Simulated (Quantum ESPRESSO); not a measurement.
The system is Ta.

```
Ta
1.0
    -1.65128    1.65128    1.65128
     1.65128   -1.65128    1.65128
     1.65128    1.65128   -1.65128
Ta
1
Direct
  0.00000 0.00000 0.00000
```

* Program: Quantum ESPRESSO 7.5
* Task: single point
* Functional: PBE
* Potentials or basis: SSSP 1.3 efficiency PBE
* Cutoff: 748 eV
* Density cutoff: 5987 eV
* k mesh: 11 × 11 × 11
* Occupations: fermi-dirac, width 0.05 eV
* Spin: no spin polarisation

On this cell: pressure 2.4 GPa; band gap on the k mesh none (metal or under the smearing width).

The same run follows on a disturbed copy (cell strained at random at fixed volume):

```
Ta
1.0
    -1.62073    1.65465    1.62924
     1.69780   -1.62617    1.67783
     1.62244    1.62787   -1.60076
Ta
1
Direct
  0.00191 0.97643 0.99590
```

What changes?

The energy (extrapolated to zero smearing) moves by +14.9 meV/atom; pressure 2.8 GPa; band gap on the k mesh none (metal or under the smearing width).

Stress tensor (GPa, compression positive):
```
 2.20 -0.25 -4.43
-0.25  3.49 -1.50
-4.43 -1.50  2.65
```
